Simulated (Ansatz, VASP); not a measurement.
# BAs: VASP beside Ansatz

Contents of INCAR:

```
ALGO = Normal ; EDIFF = 1E-6
ENCUT = 520 ; GGA = PE
ISIF = 2 ; ISMEAR = 0
LASPH = True ; LCHARG = True
LELF = True ; LREAL = False
LVHAR = True ; LWAVE = False
NBANDS = 11 ; NELM = 80
PREC = Accurate ; SIGMA = 0.05
```

File KPOINTS:

```
k-points
0
Gamma
  10 10 10
```

POSCAR

```
BAs
1.0
    0.0000000000      2.5005876081      2.5967640545
    2.5005876081      0.0000000000      2.5967640545
    2.5005876081      2.5005876081      0.0000000000
B As
1 1
Direct
    0.0000000000      0.0000000000      0.0000000000
    0.7500000000      0.7500000000      0.7500000000
```

Input for Ansatz:

```yaml
crystal:
  lattice:
    - [0.0, 2.5005876081, 2.5967640545]
    - [2.5005876081, 0.0, 2.5967640545]
    - [2.5005876081, 2.5005876081, 0.0]
  atoms:
    - { symbol: B, position: [0.0, 0.0, 0.0] }
    - { symbol: As, position: [0.75, 0.75, 0.75] }
basis:
  ecutwfc: 420
kpoints:
  mp_grid: { grid: [10, 10, 10] }
hamiltonian:
  xc: pbe
scf:
  occupations: { method: gaussian, width: 0.05 }
output:
  forces: true
  stress: true
  eigenvalues: true
```

Change from the starting cell: strain +0.040 along x and y, +0.080 along z, atoms carried along.

Alike in both runs: task single point; functional PBE; k mesh 10 × 10 × 10; occupations gaussian, width 0.05 eV; no spin polarisation.

|  | VASP | Ansatz |
| --- | --- | --- |
| version | VASP 6.6.1 | Ansatz 0.2.0 |
| potentials or method | VASP PAW PBE potentials, release 64 (B, As) | scalar-relativistic, plane waves, PAW |
| plane-wave cutoff (eV) | 520 | 420 |
| valence electrons in the cell | 8 | 18 |

Ansatz gave:

- gap on the k mesh at the Fermi level (eV): 1.09
- least direct gap on the mesh (eV): 2.45
- pressure (GPa): -14.7
- largest component of the traceless stress (GPa): 4.55

Which values does VASP return?

gap on the k mesh at the Fermi level (eV): 1.08; least direct gap on the mesh (eV): 2.46; pressure (GPa): -14.4; largest component of the traceless stress (GPa): 4.54.

The two sets of potentials don't hold the same shells in valence.

A k mesh can miss the band edges.
